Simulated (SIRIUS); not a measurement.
Crystal: Zr.

```xyz
2
Lattice="3.2320 0.0000 0.0000 -1.6160 2.7990 0.0000 0.0000 0.0000 5.1470" Properties=species:S:1:pos:R:3 pbc="T T T"
Zr    1.6160    0.9330    3.8603
Zr    0.0000    1.8660    1.2868
```

Base run:

* Program: SIRIUS 7.12.0
* Functional: PW91
* Potentials or basis: PseudoDojo 0.4.1 PBE standard (scalar relativistic)
* Cutoff: 915 eV
* Density cutoff: 3659 eV
* k mesh: 9 × 9 × 5
* Occupations: fermi-dirac, width 0.05 eV
* Spin: no spin polarisation

Its results: band gap on the k mesh none (metal or under the smearing width); pressure 0.2 GPa.

**Question.** The run is repeated on the same cell with these changes: functional from PW91 to revPBE; libxc names from ["XC_GGA_X_PW91", "XC_GGA_C_PW91"] to ["XC_GGA_X_PBE_R", "XC_GGA_C_PBE"]. What comes out?

**Answer.** Band gap on the k mesh none (metal or under the smearing width); pressure 2.2 GPa.

Caveats: the potentials were made for another functional, which shifts forces and pressure.
